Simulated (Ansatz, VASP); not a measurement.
## GaAs in VASP and in Ansatz

```
Ga As
1.0
     0.00000    2.87299    2.87299
     2.87299    0.00000    2.87299
     2.87299    2.87299    0.00000
Ga As
1 1
Direct
  0.00000 0.00000 0.00000
  0.25000 0.25000 0.25000
```

Alike in both runs: functional PBE; k mesh 10 × 10 × 10; occupations gaussian, width 0.05 eV; no spin polarisation.

Ansatz relaxed the structure, and its values are those at the end. VASP's run is a single point on that final structure, the one shown.

```csv
,VASP,Ansatz
version,VASP 6.6.1,Ansatz 0.2.0
potentials or method,"VASP PAW PBE potentials, release 64 (Ga_d, As)","scalar-relativistic, plane waves, PAW"
plane-wave cutoff (eV),520,420
valence electrons in the cell,18,28
```

```tsv
	VASP	Ansatz	Ansatz less VASP
gap on the k mesh at the Fermi level (eV)	0.16	0.16	-0.003
least direct gap on the mesh (eV)	0.16	0.16	-0.003
pressure (GPa)	0.1	0.0	-0.15
```

With one functional, cell and mesh, what is left measures potentials, basis and numerics. The two sets of potentials don't hold the same shells in valence.
